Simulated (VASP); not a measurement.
# In: relaxation of cell and atoms with r2SCAN

In:

```
In
1.0
    -1.69471    1.69471    2.29737
     1.69471   -1.69471    2.29737
     1.69471    1.69471   -2.29737
In
1
Direct
  0.00000 0.00000 0.00000
```

* Program: VASP 6.6.1
* Task: relaxation of cell and atoms
* Functional: r2SCAN
* Potentials or basis: VASP PAW PBE potentials, release 64 (In_d)
* Cutoff: 600 eV
* k mesh: 18 × 18 × 18
* Occupations: gaussian, width 0.1 eV
* Spin: no spin polarisation
* Further INCAR settings: ALGO = Normal; EDIFF = 1e-07; IBRION = 2; EDIFFG = -0.005; NSW = 90; ISIF = 3

```json
{
 "Relaxed volume": "26.36 Å³/atom",
 "Relaxed cell": "a = 3.341 Å, b = 3.341 Å, c = 3.341 Å, α = 120.01°, β = 120.01°, γ = 89.98°",
 "Space group after relaxing (to 0.05 Å)": "Fm-3m (No. 225)",
 "Energy gained by relaxing": "1.1 meV/atom",
 "Ionic steps": "10",
 "Pressure after relaxing": "0.0 GPa",
 "Band gap on the k mesh": "none (metal or under the smearing width)"
}
```

Step by step:
| step | energy change (eV) | largest force (eV/Å) | pressure (GPa) | volume (Å³) |
| --- | --- | --- | --- | --- |
| 1 | 0.0000 | 0.0000 | -0.14 | 26.39 |
| 2 | -0.0002 | 0.0000 | 0.02 | 26.30 |
| 3 | -0.0002 | 0.0000 | 0.20 | 26.20 |
| 4 | -0.0004 | 0.0000 | 0.20 | 26.21 |
| 5 | -0.0007 | 0.0000 | 0.19 | 26.23 |
| 6 | -0.0011 | 0.0000 | 0.15 | 26.27 |
| 7 | -0.0011 | 0.0000 | 0.14 | 26.28 |
| 8 | -0.0011 | 0.0000 | 0.12 | 26.29 |
| 9 | -0.0011 | 0.0000 | -0.05 | 26.39 |
| 10 | -0.0011 | 0.0000 | -0.01 | 26.36 |

Final structure:
```xyz
1
Lattice="-1.6702 1.6702 2.3626 1.6702 -1.6702 2.3626 1.6702 1.6702 -2.3626" Properties=species:S:1:pos:R:3 pbc="T T T"
In    0.0000    0.0000    0.0000
```

Levels at points of the mesh, in eV from the Fermi level:
```
           k point  band 2  band 3  band 4  band 5  band 6  band 7  band 8  band 9  band 10
(0.00, 0.00, 0.00)  -15.25  -15.25  -15.08  -15.08  -10.02   11.10   11.10   11.10    12.08
(0.50, 0.00, 0.00)  -15.24  -15.24  -14.92  -14.91   -4.51   -3.59    8.81    8.81    11.56
(0.50, 0.50, 0.00)  -15.38  -14.93  -14.87  -14.87   -2.45   -2.09    4.19    4.19     7.74
(0.50, 0.50, 0.50)  -15.38  -14.93  -14.87  -14.87   -2.45   -2.09    4.20    4.20     7.75
```

It took 34 min on 1 thread of Intel(R) Xeon(R) 6975P-C (Granite Rapids), with other jobs on the host, peak memory 0.33 GiB.

Caveat: the PAW data sets were made with another functional, which shifts forces and pressure a little.
